**Q:** The table is about tin alone, yet it has seven rows. What changes from one to the next?

**A:** Only the wave vector $k$ of the electron, which sets how its wave changes phase from cell to cell. Points a, b and c are its components along the reciprocal cell vectors, and the zone centre, where all three vanish, is a wave that repeats identically in every cell. The material is one crystal of tin in the diamond structure.

Kohn–Sham levels of diamond-structure tin, its cell volume scaled by 0.88, at points of a 7×7×7 k mesh shifted by half a step. Computed with exciting (release sodium), OLYP functional, all-electron LAPW+lo, without spin polarisation or spin-orbit coupling. Levels are counted outwards from the gap, with zero at the highest filled level on the mesh.

```
point a (reciprocal cell vector)  point b (reciprocal cell vector)  point c (reciprocal cell vector)  level point (row)  level under 4 (eV)  level under 3 (eV)  level under 2 (eV)  level under 1 (eV)  level over 1 (eV)
                          0.0714                            0.0714                            0.0714                  1             -11.435              -0.941               0.000               0.000              1.126
                          0.2143                            0.0714                            0.0714                  2             -11.136              -2.783              -1.071              -0.224              1.501
                          0.5000                            0.0714                            0.0714                  3              -9.632              -6.614              -1.818              -1.312              1.008
                          0.2143                            0.2143                            0.0714                  4             -10.985              -3.071              -1.243              -1.241              1.684
                          0.3571                            0.3571                            0.0714                  5              -9.955              -5.328              -2.471              -2.315              1.076
                          0.2143                            0.2143                            0.2143                  6             -10.992              -3.517              -0.620              -0.620              0.995
                          0.3571                            0.2143                            0.2143                  7             -10.561              -4.471              -2.332              -0.710              1.846
```

The levels "under" are filled and those "over" are empty, both counted outwards from the gap. Zero is the highest filled level on the mesh, which lies at point 1, the row closest to the zone centre.

**Q:** Start at the bottom, then. Why does the lowest level, "level under 4", climb so evenly as one leaves the centre?

**A:** Take the limit of an electron that hardly notices the atoms. Its energy rises by the kinetic term $\hbar^2k^2/2m$, with $m$ the electron mass, and so depends on the distance from the centre but not on the direction. Points 4 and 6 lie equally far out in different directions, and their lowest levels agree within 0.01 eV. A straight line in the kinetic energy, fitted to six rows, gives a slope of 0.92, close to the 1 of a free electron.

Point 3 was left out of that fit for a physical reason. There a second plane wave lies only 1.1 eV above the first, while in the other rows the distance is more than 5 eV. Two waves so close in energy mix strongly in the field of the atoms and push each other apart. The two lowest levels at point 3 are indeed 3.0 eV apart, and the fitted line runs 0.4 eV above the lower one.

The good fit doesn't mean that the atoms are unimportant. A band built from bonding s orbitals, fitted to the same six rows, does about as well, and at point 3 it misses by 0.24 eV in the other direction. Near the centre both pictures give a parabola, with nearly the same curvature. The output after this text has both fits.

**Q:** At points 1 and 6 the two highest filled levels are equal. Is that a coincidence?

**A:** No, it is symmetry. These are the two rows with equal components a, b and c, so the wave runs along a bond direction, which is a threefold axis of the crystal. The upper filled states are mainly p-like, and the two p orbitals that lie across this axis are equivalent, so without spin-orbit coupling they must have the same energy.

The other points are off the axis, and symmetry lets the two levels part, by as much as 1.6 eV at point 7. At point 4 they are only 0.002 eV apart, which symmetry doesn't require. But that point lies near a cube-edge direction, an axis on which the pair is exact again, so a small separation is no surprise there. That it is this small looks like chance: point 5 lies near the same direction, and its two levels are 0.156 eV apart.

**Q:** But there are three p orbitals. Where is the third one at point 1?

**A:** That is the most telling feature of the table. At the zone centre cubic symmetry makes the three p-like states equal. At point 1, only one seventh of the way to the zone boundary, two are still together at zero, but the neighbouring levels are at −0.941 and 1.126 eV. One of these must have started from the common p-like level, so it has moved by about 1 eV where the kinetic energy is a mere 0.06 eV.

Theory has a standard explanation. Close to the p-like states lies an empty or filled s-like state, antibonding between neighbouring atoms. It couples to the p orbital that points along $k$, with a strength $Pk$ that grows in proportion to the distance from the centre; $P$ is a constant. The two p orbitals across $k$ don't take part and aren't moved by it.

**Q:** Can you turn that into a number for the centre itself?

**A:** Yes, with two levels. Let $\Delta$ be the height of the s-like state above the p-like ones at the centre, and measure the energy $E$ from the unaffected pair. The mixed levels then obey

$$E\,(E-\Delta)=P^2k^2 .$$

The two solutions add up to $\Delta$, and their product is $-P^2k^2$. At point 1 the sum gives $\Delta = 1.126-0.941 = 0.185$ eV.

The product gives $P^2k^2 = 1.126\times0.941 = 1.06$ eV². Divided by the kinetic energy of 0.06 eV, this is about 18 eV, and the usual size in semiconductors of this structure is, as a rough recalled figure, 20 eV. That agreement is a real check, because point 1 fixes both constants of the model and so can't test it by itself.

A second check is the limit in which $\Delta$ is small beside $Pk$. The separation of the two mixed levels is then $2Pk$, proportional to the distance. Point 2 is 2.5 times as far out as point 1, and the separation is 2.1 times as large. The check is a coarse one, since the direction differs and further levels interfere at that distance.

**Q:** So the direct gap at the centre is 0.185 eV, and not the 1.126 eV of point 1?

**A:** The second half is safe if the model holds: much of the 1.126 eV comes from standing a little away from the centre. The first half is too precise. The mixed levels also carry their own kinetic energy, 0.06 eV each, and the pair itself has sunk by about 0.08 eV on its way from the centre, judging by its further fall to point 6. Subtracting both corrections twice, once for each level, would turn $\Delta$ into about −0.1 eV.

But why does the pair sink at all, when its kinetic energy rises? Higher empty p-like states push it down, by roughly 0.06 + 0.08 = 0.14 eV. Along a threefold axis the same states push the third p-like level about four times as hard, by some 0.5 eV. To end up where the table has them, the mixed levels must then have started from a larger $\Delta$, a few tenths of an eV above zero.

The sign matters more than the size. With $\Delta$ above zero there is a small direct gap at the centre. With $\Delta$ below zero the s-like state is filled, the three p-like states are only partly filled, and filled and empty levels touch: a semimetal. These rows favour the small gap, but an estimate that changes sign from one correction to the next is no proof.

This also limits the gap of 0.529 eV that the run reports. It is an indirect gap between points of a shifted mesh that steps over the centre. Its empty edge lies at a mesh point that isn't listed here, since the lowest empty level in the table is at 0.995 eV. The run's finding that the crystal is no metal holds for that mesh only. A calculation at the centre, with the s or p character of each level, would settle the matter.

**Q:** What would change with spin-orbit coupling switched on, or with silicon in place of tin?

**A:** Spin-orbit coupling would split the pairs at points 1 and 6. At the centre of tin the p-like states part by roughly 0.8 eV, a recalled value, and the upper group rises by a third of that. This is about 0.3 eV, half of the mesh gap, and it favours the semimetal.

Silicon is close to the opposite limit. Its spin-orbit coupling is weak, and its s-like state lies well above the p-like ones, mainly because its shorter bonds push the antibonding s-like state up and the bonding p-like states down. In the heavy tin atom, relativity also lowers the s-like state. When $\Delta$ is much larger than $Pk$, the equation gives a shift of only $P^2k^2/\Delta$, which starts as a gentle parabola. The third p-like level then stays near the other two for longer.

**Q:** Which digits may I use for a real piece of tin?

**A:** Use the pattern, and only for grey tin, the form with the diamond structure: the parabola at the bottom and the strong repulsion near the centre. The familiar white metal has another structure, and the table says nothing about it. The exact pairs on the axis belong to a calculation without spin-orbit coupling. For the gap even the first decimal is unsafe, since spin-orbit coupling is left out and a semilocal functional such as this one can misplace the s-like state by a similar amount. The third decimal serves to compare levels within this one calculation.

The crystal is also squeezed. Its atoms are 2.683 Å apart, against roughly 2.8 Å in ordinary grey tin, and compression lifts the s-like state relative to the p-like ones. A gap that opened in this cell could therefore be closed in the uncompressed material.

The analysis program printed:

```
Points, energies in eV:
     row  point  free_kinetic  other_wave_above  lowest_rise  top_two_split  direct_gap  empty_less_third
  0.0714      1        0.0599             10.07            0              0       1.126             2.067
  0.2143      2        0.3798             7.832        0.299          0.847       1.725             4.284
     0.5      3         2.458             1.119        1.803          0.506        2.32             7.622
  0.2143      4        0.5397             7.833         0.45          0.002       2.925             4.755
  0.3571      5         1.658             5.596         1.48          0.156       3.391             6.404
  0.2143      6        0.5396             6.714        0.443              0       1.615             4.512
  0.3571      7         1.019             5.595        0.874          1.622       2.556             6.317
fit of level_under_4 on 6 rows (near > 3): constant -11.49 +/- 0.005, coefficient of free 0.9221 +/- 0.0057; rms 0.00589, worst 0.3571 0.0117, leave-one-out rms 0.0106
  rows outside the fit (model, value, miss): 0.5 -9.222, -9.632, 0.41
fit of level_under_4 on 6 rows (near > 3): constant -8.238 +/- 0.023, coefficient of bond -3.269 +/- 0.028; rms 0.00815, worst 0.2143 0.0138, leave-one-out rms 0.0116
  rows outside the fit (model, value, miss): 0.5 -9.873, -9.632, -0.241
Lowest level, point 4 less point 6 (eV): 0.007
Two lowest levels at point 3, splitting (eV): 3.018
Fall of the top pair from point 1 to 6 (eV): 0.62
Fall of the third level from point 1 to 6 (eV): 2.576
s-p separation at the centre, bare two-level model (eV): 0.185
The same, with kinetic term and bending of the pair (eV): -0.08964
Coupling energy from point 1, recalled usual size about 20 (eV): 17.69
Empty less third level, ratio of point 2 to point 1: 2.073
Distance from the centre, ratio of point 2 to point 1: 2.518
Squared distance, ratio of point 2 to point 1: 6.34
Lowest listed empty level less mesh gap (eV): 0.466
Rough rise of the valence top for a recalled spin-orbit splitting of 0.8 eV (eV): 0.2667
```
